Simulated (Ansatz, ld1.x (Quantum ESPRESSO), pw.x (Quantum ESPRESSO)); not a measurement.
## What a changed setting does to a pw.x run (diamond N)

Potential: norm-conserving Troullier–Martins (Kleinman–Bylander form), ld1.x (Quantum ESPRESSO) 7.5, PBE; core [He], reference 2s2 2p3; waves: 2s (bound): rc 1.05 bohr; 3d channel at 0.45 Ry: rc 1.50 bohr; 2p (bound): rc 1.40 bohr; local part: the p channel; core correction: none.

The reference run (k-mesh 11³, cutoffs 145/580 Ry, Fermi–Dirac 0.01 Ry, mixing_beta 0.4, conv_thr 1e-9, no spin) gives 0.70 GPa at 9.212 Å³/atom, where all-electron LAPW gives -0.81 GPa. This run, with its own iteration cap, changes startingwfc to atomic.

```
&control
  calculation='scf', prefix='x', pseudo_dir='./', outdir='./tmp', tstress=.true., disk_io='none'
/
&system
  ibrav=0, nat=2, ntyp=1, ecutwfc=145, ecutrho=580, nbnd=12,
  occupations='smearing', smearing='fd', degauss=0.01
/
&electrons
  conv_thr=1e-09, mixing_beta=0.4, electron_maxstep=50, startingwfc='atomic'
/
ATOMIC_SPECIES
N 1.0 N.UPF
CELL_PARAMETERS angstrom
  0.00000000 2.09628974 2.09628974
  2.09628974 0.00000000 2.09628974
  2.09628974 2.09628974 0.00000000
ATOMIC_POSITIONS crystal
N 0.0000 0.0000 0.0000
N 0.2500 0.2500 0.2500
K_POINTS automatic
11 11 11 0 0 0
```

```bash
pw.x < N.scf.in > N.scf.out
```

**Question.** How does the run end?

**Answer.** It converges in 7 iterations; the free energy moves by +0.0 meV/atom and the pressure by +0.00 GPa. The result is that of the reference run.

```
Message from routine setup:
     using ibrav=0 with symmetry is DISCOURAGED, use correct ibrav instead
     lattice parameter (alat)  =       5.6023  a.u.
     unit-cell volume          =     124.3313 (a.u.)^3
     number of electrons       =        10.00
     number of Kohn-Sham states=           12
     kinetic-energy cutoff     =     145.0000  Ry
     charge density cutoff     =     580.0000  Ry
     scf convergence threshold =      1.0E-09
     Exchange-correlation= PBE
     number of k points=    56  Fermi-Dirac smearing, width (Ry)=  0.0100
     iteration #  1     ecut=   145.00 Ry     beta= 0.40
     total energy              =     -39.29702825 Ry
     estimated scf accuracy    <       0.00997295 Ry
     iteration #  2     ecut=   145.00 Ry     beta= 0.40
     total energy              =     -39.29679971 Ry
     estimated scf accuracy    <       0.00270184 Ry
     iteration #  3     ecut=   145.00 Ry     beta= 0.40
     total energy              =     -39.29691254 Ry
     estimated scf accuracy    <       0.00009946 Ry
     iteration #  4     ecut=   145.00 Ry     beta= 0.40
     total energy              =     -39.29691783 Ry
     estimated scf accuracy    <       0.00000011 Ry
     iteration #  5     ecut=   145.00 Ry     beta= 0.40
     total energy              =     -39.29691791 Ry
     estimated scf accuracy    <       0.00000002 Ry
     iteration #  6     ecut=   145.00 Ry     beta= 0.40
     total energy              =     -39.29691791 Ry
     estimated scf accuracy    <          2.5E-09 Ry
     iteration #  7     ecut=   145.00 Ry     beta= 0.40
     the Fermi energy is     6.6470 ev
!    total energy              =     -39.29691791 Ry
     estimated scf accuracy    <          1.1E-11 Ry
     smearing contrib. (-TS)   =      -0.00389932 Ry
     The total energy is F=E-TS. E is the sum of the following terms:
     one-electron contribution =      -2.48507175 Ry
     hartree contribution      =       6.66527260 Ry
     xc contribution           =      -9.47779039 Ry
     ewald contribution        =     -33.99542905 Ry
     convergence has been achieved in   7 iterations
          total   stress  (Ry/bohr**3)                   (kbar)     P=        6.99
     Message from routine punch:
     Nothing written, as per user request (disk_io='none')
```

The run took about 33 s on one core of a shared host (Neoverse-V1, 32 threads, 247 GiB, load 16).
